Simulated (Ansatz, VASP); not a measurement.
## One calculation of Rh, two programs

File INCAR:

```
SYSTEM = Rh
  PREC = Accurate
  ENCUT = 520
  EDIFF = 1E-6
  ISMEAR = -1
  SIGMA = 0.05
  LREAL = .False.
  LASPH = .True.
  NELM = 80
  ALGO = Normal
  ISIF = 2
  LWAVE = .False.
  LCHARG = .False.
  GGA = PE
  NBANDS = 22
```

Contents of KPOINTS:

```
regular mesh
0
Gamma
  13 13 13
  0 0 0
```

POSCAR

```
Rh
1.0
    0.0000000000      2.6412646105      2.6412646105
    2.6412646105      0.0000000000      2.6412646105
    2.6412646105      2.6412646105      0.0000000000
Rh
2
Direct
   -0.1250000000     -0.1250000000     -0.1250000000
    0.1250000000      0.1250000000      0.1250000000
```

Input for Ansatz:

```yaml
crystal:
  lattice:
    - [0.0, 2.6412646105, 2.6412646105]
    - [2.6412646105, 0.0, 2.6412646105]
    - [2.6412646105, 2.6412646105, 0.0]
  atoms:
    - { symbol: Rh, position: [-0.125, -0.125, -0.125] }
    - { symbol: Rh, position: [0.125, 0.125, 0.125] }
kpoints:
  mp_grid: { grid: [13, 13, 13] }
scf:
  occupations: { method: fermi_dirac, width: 0.05 }
hamiltonian:
  xc: pbe
  pseudopotentials: { kind: all_electron, lapw: { basis_error: 0.001 } }
output:
  forces: true
  stress: true
  eigenvalues: true
  populations: true
```

Change from the starting cell: volume scaled by 0.88, LAPW.

Alike in both runs: task single point; functional PBE; k mesh 13 × 13 × 13; occupations fermi-dirac, width 0.05 eV; no spin polarisation.

|  | VASP | Ansatz |
| --- | --- | --- |
| version | VASP 6.6.1 | Ansatz 0.2.0 |
| potentials or method | VASP PAW PBE potentials, release 64 (Rh_pv) | all-electron LAPW, scalar-relativistic |
| plane-wave cutoff (eV) | 520 | see its input |

VASP gave:

```
pressure (GPa) : 23.2
```

What did Ansatz give for the same quantities?

Pressure (GPa): 22.9.

Ansatz ran all-electron here, so the differences hold the error of VASP's frozen core and of both bases.

Caveats: so large a pressure means that the cell lies far from this level's equilibrium, or that cutoff or potentials fall short (VASP).
